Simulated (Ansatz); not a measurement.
Level of theory: DFT PBE, scalar-relativistic, plane waves, PAW in Ansatz 0.2.0. Settings: cutoff 420 eV, Γ-centred meshes spaced at most about 0.3 Å⁻¹, and about 0.25 Å⁻¹ or finer for metals (2π included), Gaussian smearing. Spin is collinear.

Temperature and zero-point effects are left out.

Two forms of GdN were relaxed alike.

A. (parallel moments up to 6.8 μB) Space group F-43m (No. 216), cubic, a = 5.337 Å. Gd is surrounded by 4 N at 2.31 Å; N is surrounded by 4 Gd at 2.31 Å.

B. (parallel moments up to 6.9 μB) Space group Fm-3m (No. 225), cubic, a = 4.984 Å. Gd is surrounded by 6 N at 2.49 Å; N has 6 Gd at 2.49 Å.

**Question.** Which would you expect to be lower, and how large is the difference?

**Answer.** B is lower, by 189 meV/atom. A has the zinc blende type, space group F-43m (No. 216), 19.0 Å³/atom and a gap of 1.17 eV on its mesh; B has the rock salt type, space group Fm-3m (No. 225), 15.5 Å³/atom and no gap. Counting N atoms around Gd (those within 1.25 times the shortest such distance or 1.15 times the sum of covalent radii), A has Gd 4 and B has Gd 6. The denser one is the lower, and pressure would at first widen the difference. Origin: A, invented; B, reached from a Materials Project cell. Shaken at random and relaxed again, A came back.

Kohn–Sham gaps at this level usually fall short of measured ones. The zero gap of Fm-3m may come from the functional, which often closes small gaps. The 4f shell of Gd is treated without a Hubbard U, which places its levels poorly. The magnetic state reached may not be the lowest. Cells without such a test can be saddle points. Some types were kept out of the candidates beforehand, so the set may lack a known form.
